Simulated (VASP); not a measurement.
Computed with PBEsol GGA, VASP's PBE PAW potentials (set 64) (plane waves; VASP 6.6.1).

Input for VASP

**POSCAR**
```
AlSb
1
    0.0000000000     3.0700000000     3.0700000000
    3.0700000000     0.0000000000     3.0700000000
    3.0700000000     3.0700000000     0.0000000000
Al Sb
1 1
Direct
  0.0000000000   0.0000000000   0.0000000000
  0.2500000000   0.2500000000   0.2500000000
```

KPOINTS:
```
kpoints
0
G
7 7 7
```

INCAR:
```
SYSTEM=AlSb
PREC=Accurate; ENCUT=400; LREAL=.False.
LASPH=.True.
EDIFF=1E-6; NELM=100; ALGO=Normal
LMAXMIX=4
ISMEAR=0; SIGMA=0.05
GGA=PS
IBRION=2; NSW=60; ISIF=3
EDIFFG=-0.01
LWAVE=.False.; LCHARG=.False.
```

POTCAR, in this order: Al Sb (PBE.64 set). Program: vasp_std.

The resulting files:

**OUTCAR**
```
 ion  position               nearest neighbor table
   1  0.000  0.000  0.000-   2 2.66   2 2.66   2 2.66   2 2.66
   2  0.250  0.250  0.250-   1 2.66   1 2.66   1 2.66   1 2.66
  LATTYP: Found a face centered cubic cell.
 ALAT       =     6.1400000000
 Subroutine PRICEL returns:
 Original cell was already a primitive cell.
 Subroutine GETGRP returns: Found 24 space group operations
The static configuration has the point symmetry T_d .
The dynamic configuration has the point symmetry T_d .
 Subroutine INISYM returns: Found 24 space group operations
 Subroutine IBZKPT returns following result:
 Found     20 irreducible k-points:

 Following reciprocal coordinates:
            Coordinates               Weight
  0.000000  0.000000  0.000000      1.000000
  0.142857  0.000000  0.000000      8.000000
  0.285714  0.000000  0.000000      8.000000
  0.428571  0.000000  0.000000      8.000000
  0.142857  0.142857  0.000000      6.000000
  0.285714  0.142857  0.000000     24.000000
  0.428571  0.142857  0.000000     24.000000
 -0.428571  0.142857  0.000000     24.000000
 -0.285714  0.142857  0.000000     24.000000
...
```

**OSZICAR**
```
       N       E                     dE             d eps       ncg     rms          rms(c)
DAV:   1     0.114269524521E+02    0.11427E+02   -0.23935E+03   320   0.566E+02
DAV:   2    -0.853827585447E+01   -0.19965E+02   -0.19140E+02   432   0.792E+01
DAV:   3    -0.898544740517E+01   -0.44717E+00   -0.44717E+00   408   0.152E+01
DAV:   4    -0.898805005414E+01   -0.26026E-02   -0.26026E-02   480   0.131E+00
DAV:   5    -0.898805499999E+01   -0.49459E-05   -0.49459E-05   432   0.550E-02    0.338E+00
DAV:   6    -0.889513296442E+01    0.92922E-01   -0.10786E-01   360   0.151E+00    0.208E+00
DAV:   7    -0.886104473338E+01    0.34088E-01   -0.10436E-01   384   0.162E+00    0.440E-01
DAV:   8    -0.886089945322E+01    0.14528E-03   -0.64398E-03   336   0.476E-01    0.107E-01
DAV:   9    -0.886102498978E+01   -0.12554E-03   -0.37212E-04   416   0.135E-01    0.256E-02
DAV:  10    -0.886103099359E+01   -0.60038E-05   -0.89001E-06   464   0.195E-02    0.160E-02
DAV:  11    -0.886104085388E+01   -0.98603E-05   -0.13398E-05   352   0.256E-02    0.299E-03
DAV:  12    -0.886104090531E+01   -0.51436E-07   -0.30221E-07   264   0.324E-03
   1 F= -.88610409E+01 E0= -.88610409E+01  d E =-.886104E+01
       N       E                     dE             d eps       ncg     rms          rms(c)
DAV:   1    -0.886699120709E+01   -0.59504E-02   -0.11675E-01   368   0.178E+00    0.275E-01
DAV:   2    -0.886378152578E+01    0.32097E-02   -0.60390E-03   336   0.454E-01    0.170E-01
DAV:   3    -0.886264377459E+01    0.11378E-02   -0.35670E-03   352   0.277E-01    0.421E-02
DAV:   4    -0.886258989433E+01    0.53880E-04   -0.11872E-04   360   0.735E-02    0.426E-02
DAV:   5    -0.886257310557E+01    0.16789E-04   -0.23127E-05   432   0.261E-02    0.164E-02
DAV:   6    -0.886257309417E+01    0.11401E-07   -0.80563E-07   216   0.679E-03
   2 F= -.88625731E+01 E0= -.88625731E+01  d E =-.153219E-02
       N       E                     dE             d eps       ncg     rms          rms(c)
DAV:   1    -0.886338986291E+01   -0.81676E-03   -0.11523E-02   368   0.561E-01    0.861E-02
DAV:   2    -0.886307708738E+01    0.31278E-03   -0.58207E-04   336   0.140E-01    0.525E-02
DAV:   3    -0.886296862575E+01    0.10846E-03   -0.35060E-04   352   0.868E-02    0.137E-02
DAV:   4    -0.886296418349E+01    0.44423E-05   -0.11625E-05   360   0.231E-02    0.137E-02
DAV:   5    -0.886296304133E+01    0.11422E-05   -0.21275E-06   272   0.807E-03    0.477E-03
DAV:   6    -0.886296308005E+01   -0.38724E-07   -0.14853E-07   160   0.307E-03
   3 F= -.88629631E+01 E0= -.88629631E+01  d E =-.192217E-02
```

File OUTCAR:
```
------------------------ aborting loop because EDIFF is reached ----------------------------------------
  FORCE on cell =-STRESS in cart. coord.  units (eV):
  Direction    XX          YY          ZZ          XY          YZ          ZX
  --------------------------------------------------------------------------------------
  Total        0.0010438      0.0010438      0.0010438      0.0000000      0.0000000      0.0000000
  in kB        0.0285014      0.0285014      0.0285014      0.0000000      0.0000000      0.0000000
  external PRESSURE =       0.0285014 kB  Pullay stress =       0.0000000 kB
  volume of cell :       58.68
      direct lattice vectors                 reciprocal lattice vectors
     0.000000000  3.084208468  3.084208468    -0.162116149  0.162116149  0.162116149
     3.084208468  0.000000000  3.084208468     0.162116149 -0.162116149  0.162116149
     3.084208468  3.084208468  0.000000000     0.162116149  0.162116149 -0.162116149
 POSITION                                       TOTAL-FORCE (eV/Angst)
 -----------------------------------------------------------------------------------
      0.00000      0.00000      0.00000        -0.000000     -0.000000     -0.000000
      1.54210      1.54210      1.54210         0.000000      0.000000      0.000000
 -----------------------------------------------------------------------------------
    total drift:                               -0.000000     -0.000000     -0.000000
  FREE ENERGIE OF THE ION-ELECTRON SYSTEM (eV)
  ---------------------------------------------------
  free  energy   TOTEN  =        -8.8629630801 eV

  energy  without entropy=       -8.8629630800  energy(sigma->0) =       -8.86296308

 reached required accuracy - stopping structural energy minimisation
```
(Selected blocks of OUTCAR.)

CONTCAR:
```
AlSb
   1.00000000000000
     0.0000000000000000    3.0842084676700177    3.0842084676700177
     3.0842084676700177    0.0000000000000000    3.0842084676700177
     3.0842084676700177    3.0842084676700177    0.0000000000000000
  Al              Sb
     1     1
Direct
     0.0000000000000000    0.0000000000000000    0.0000000000000000
     0.2500000000000000    0.2500000000000000    0.2500000000000000
```

The compound is AlSb in the zinc blende structure. This run relaxes it. Symmetry was kept, so distortions that lower it aren't found.
